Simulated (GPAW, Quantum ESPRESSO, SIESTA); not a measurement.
# How far do other methods lie from plane waves? Wurtzite SiC, size series (300 atoms)

One geometry of wurtzite SiC, size series (300 atoms) is solved by several programs and methods. How far do their forces lie from a plane-wave PBE run?

Results are calculated, not measured.

**1. The structure**

The cell holds 300 atoms (150 Si and 150 C), with edges of 15.38, 15.38 and 15.14 Å. Recipe: wurtzite SiC (a = 3.076 Å, c = 5.048 Å), 5 x 5 x 3 conventional cells; every coordinate displaced by a Gaussian of 0.08 Å. Then every atom was moved at random, 0.03 Å r.m.s. a Cartesian component. The density is 3.22 g/cm³.

**2. The reference input**

Quantum ESPRESSO 7.5: Kohn-Sham DFT, PBE, SSSP efficiency 1.3.0 pseudopotentials, plane waves. Its input, pw.in:

```
&control
  calculation = 'scf'
  pseudo_dir = './pseudo'
  outdir = './tmp'
  disk_io = 'none'
  tprnfor = .true.
  tstress = .true.
/
&system
  ibrav = 0
  nat = 300
  ntyp = 2
  ecutwfc = 45
  ecutrho = 360
  nosym = .true.
  occupations = 'smearing'
  smearing = 'fd'
  degauss = 0.003675
/
&electrons
  conv_thr = 1.5e-06
  electron_maxstep = 100
  mixing_beta = 0.4
  mixing_mode = 'plain'
  diagonalization = 'david'
/
ATOMIC_SPECIES
Si 28.085 Si.upf
C 12.011 C.upf
CELL_PARAMETERS angstrom
15.38000 0.00000 0.00000
-7.69000 13.31947 0.00000
0.00000 0.00000 15.14400
ATOMIC_POSITIONS crystal
Si 0.01133 0.00117 0.00214
C 0.06208 0.13955 0.04288
Si 0.06272 0.13756 0.16611
C 0.00232 0.00586 0.20296
[... 294 atom lines left out ...]
Si 0.86681 0.93222 0.83218
C 0.79154 0.79826 0.88181
K_POINTS gamma
```

```console
$ OMP_NUM_THREADS=1 pw.x -in pw.in > output.txt
```

Wall time 1.6 h (1 thread of Arm Neoverse V1, shared host); peak memory 16 GiB.

It converged with an r.m.s. force component of 2.9 eV/Å and a pressure of 11 GPa.

Its highest filled and lowest empty levels lie 1.62 eV apart on its k-points.

**3. What was run beside it**

- GPAW 26.7.0: PAW with atomic orbitals (LCAO), plane waves or a real-space grid of spacing h.
- SIESTA 5.4.2: numerical atomic orbitals, whose automatically made sets are far from complete, with PseudoDojo norm-conserving potentials that we converted to its format (checked against plane waves on the same files for H, C, O, Si, Ge and Ca alone); labels give functional, basis size, energy shift and mesh cutoff.

All use the same cell and atoms, and the electronic-structure runs the same k-mesh.

**4. All runs compared**

Differences are against the reference: forces as r.m.s. over components, share as that over the reference's r.m.s. force, slope as the fitted ratio of a run's forces to the reference's.

| run | Δ force, r.m.s. (meV/Å) | share (%) | slope | Δ pressure (GPa) | Δ gap (eV) | cores | CPU time | memory (GiB) |
| --- | --- | --- | --- | --- | --- | --- | --- | --- |
| reference | - | - | - | - | - | 1 | 1.6 h | 16 |
| GPAW PBE, LCAO dzp, h 0.25 Å (coarse) | 142 | 4.88 | 1.044 | - | 0.0379 | 4 | 37 min | 8.1 |
| GPAW PBE, LCAO szp(dzp), h 0.2 Å (coarse) | 190 | 6.52 | 1.053 | - | 0.170 | 4 | 22 min | 6.7 |
| SIESTA PBE, SZ, shift 0.01 Ry, mesh 300 Ry (coarse) | 984 | 33.7 | 1.302 | 25.0 | 1.26 | 2 | 4 min | 1.7 |
| SIESTA PBE, SZ, shift 0.02 Ry, mesh 300 Ry (coarse) | 1030 | 35.3 | 1.319 | 22.6 | 1.19 | 2 | 2.9 min | 1.4 |

Rows marked coarse were listed beforehand as settings not expected to be converged; some can still land near the reference.

Runs without a result: SIESTA PBE, SZ, shift 0.02 Ry, mesh 300 Ry, order-N, radius 6.5 Å, eta -2.26 eV (cut off at its time limit).

CPU time is summed over cores on shared hosts, so it is rough.

**5. What came out**

Forces lie from 4.9 % (GPAW PBE, LCAO dzp, h 0.25 Å, coarse) to 35 % (SIESTA PBE, SZ, shift 0.02 Ry, mesh 300 Ry, coarse) of the reference's r.m.s. force of 2.9 eV/Å away from it. Runs with settings chosen to be coarse differ by 4.9 % (GPAW PBE, LCAO dzp, h 0.25 Å) to 35 % (SIESTA PBE, SZ, shift 0.02 Ry, mesh 300 Ry), their programs' other errors included. SIESTA PBE, SZ, shift 0.02 Ry, mesh 300 Ry stiffens the forces by a factor of 1.32 while following their directions (correlation 0.994); the slopes of the 2 SIESTA runs lie between 1.30 and 1.32. A pressure off by over 25 GPa (SIESTA PBE, SZ, shift 0.01 Ry, mesh 300 Ry) is no usable stress for this cell.

Caveats: The reference's pressure holds the uncorrected Pulay stress of its 45 Ry basis, so small pressure differences may be the reference's own error. The reference's stress is far from hydrostatic: its diagonal is 9.5, 13.1, 10.8 GPa, compression counted positive. The electronic-structure runs sample only Γ, in a cell whose shortest periodic width is 13 Å. The reference's pressure of 11 GPa reflects the volume that the recipe set, positions that aren't this level's minimum and the coarse k-sampling. Where levels are smeared, the DFT runs use Fermi–Dirac occupations at 580 K (0.05 eV), and energies are free energies. The atoms were displaced at random, and shares hang on the size of the forces that this gives. The reference's cutoffs and mesh weren't converged further here.

[Logs are printed without paths, hosts, clocks, repeated set-up lines and the standing remarks that a program may print on its own settings, such as how far it seeks lower states.]

[Hosts, paths, dates, database ids (printed as entryN), source tags and the programs' standing remarks are cut or masked in the printed files.]

[Cells were taken only where this reference lay near another plane-wave run.]
